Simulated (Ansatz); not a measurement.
# TiAl2: convergence and cost

This session on TiAl2 sets out to see how the k-point mesh on the displaced cell moves the results.

Program: Ansatz 0.2.0. Level of theory: DFT PBEsol, scalar-relativistic, plane waves, PAW. These are calculated values, not measurements.

1 further run of the same task is left out (for a broken database entry). Runs told in other sessions of the task aren't counted.

**1. The system as given**

The structure is orthorhombic, space group Cmmm (No. 65). Conventional cell: a = 3.959 Å, b = 12.094 Å, c = 4.032 Å, α = 90.00°, β = 90.00°, γ = 90.00°. Ti (site symmetry m2m) has 10 Al at 2.68 to 2.92 Å in its first shell of neighbours. Al (site symmetry mmm) has 4 Ti at 2.68 Å and 8 Al at 2.83 to 2.93 Å in its first shell of neighbours. Around Al (site symmetry m2m) lie 6 Al at 2.67 to 2.93 Å and 6 Ti at 2.84 to 2.92 Å. Around Al (site symmetry mmm) lie 4 Ti at 2.70 Å and 8 Al at 2.83 to 2.91 Å.

Coordinates:

```
Ti Al
1.0
     1.97955   -6.04720    0.00000
     1.97955    6.04720    0.00000
     0.00000    0.00000    4.03150
Ti Al
2 4
Direct
  0.64900 0.35100 0.00000
  0.35100 0.64900 0.00000
  0.00000 0.00000 0.00000
  0.82400 0.17600 0.50000
  0.17600 0.82400 0.50000
  0.50000 0.50000 0.50000
```

Source of the structure: the Crystallography Open Database. It is taken as it stands there.

**2. The base input**

input.yaml

```yaml
crystal:
  lattice:
    - [1.97955, -6.0472, 0.0]
    - [1.97955, 6.0472, 0.0]
    - [0.0, 0.0, 4.0315]
  atoms:
    - { symbol: Ti, position: [0.649, 0.351, 0.0] }
    - { symbol: Ti, position: [0.351, 0.649, 0.0] }
    - { symbol: Al, position: [0.0, 0.0, 0.0] }
    - { symbol: Al, position: [0.824, 0.176, 0.5] }
    - { symbol: Al, position: [0.176, 0.824, 0.5] }
    - { symbol: Al, position: [0.5, 0.5, 0.5] }
basis:
  ecutwfc: 420
kpoints:
  mp_grid: { grid: [10, 10, 10] }
hamiltonian:
  xc: pbesol
scf:
  occupations: { method: gaussian, width: 0.1 }
output:
  forces: true
  stress: true
  eigenvalues: true
  populations: true
```

It was run beforehand and gave: -1174.7459 eV/atom at zero smearing, pressure -2.81 GPa, largest force 0.859 eV/Å, no gap on the mesh, in 6 SCF cycles and 14 s.

The runs on the displaced cell use a copy made earlier, with the atoms moved and the axes strained (about 1 %) at random, so that forces and shear stress do not vanish.

**3. K-point mesh on the displaced cell: 1×1×1**

input.yaml

```yaml
crystal:
  lattice:
    - [1.9867915778, -5.9691929361, 0.0021354797]
    - [2.0411216255, 5.9869778689, 0.0550771964]
    - [0.0582589234, 0.0176473848, 4.1238670175]
  atoms:
    - { symbol: Ti, position: [0.6530810729, 0.3572978994, 0.0026407882] }
    - { symbol: Ti, position: [0.3501598926, 0.6465156491, 0.0070038384] }
    - { symbol: Al, position: [0.0092213345, 0.0099272757, 0.0186379063] }
    - { symbol: Al, position: [0.8202782781, 0.1715917735, 0.5079580568] }
    - { symbol: Al, position: [0.1578646697, 0.828038212, 0.505996705] }
    - { symbol: Al, position: [0.4933251039, 0.4923950543, 0.4865820119] }
basis:
  ecutwfc: 420
kpoints:
  mp_grid: { grid: [1, 1, 1] }
hamiltonian:
  xc: pbesol
scf:
  occupations: { method: gaussian, width: 0.1 }
output:
  forces: true
  stress: true
  eigenvalues: true
```

Started as:

```console
$ ansatz run input.yaml --threads 1 --pin off --max-ram 2560MiB --backend cpu --events-out ev --progress --plain --runs-dir out
```

The session goes on with these runs: K-point mesh on the displaced cell: 2×2×2; K-point mesh on the displaced cell: 4×4×2; K-point mesh on the displaced cell set to 4×4×4; K-point mesh on the displaced cell: 6×6×6.

**Question.** What does this series show?

The runs gave:

```
                                                                  quantity                                   value
k-point mesh on the displaced cell: within 10 and 1 meV/atom of 8×8×8 from  4×4×4 for 10; none of the others for 1
```

In words: The last step in the k-point mesh on the displaced cell still changes the energy by 1.11 meV/atom: the series is not settled to 1 meV/atom. The gaps on the coarsest meshes are artefacts of sampling: the crystal is a metal on the dense ones. The energy moves one way along this series, and a metal needs dense meshes to resolve its Fermi surface. Forces come within 0.01 eV/Å only at the reference itself. The listed cell is far from this method's equilibrium (-2.8 GPa, forces up to 0.86 eV/Å), so its values are not those of the relaxed crystal.
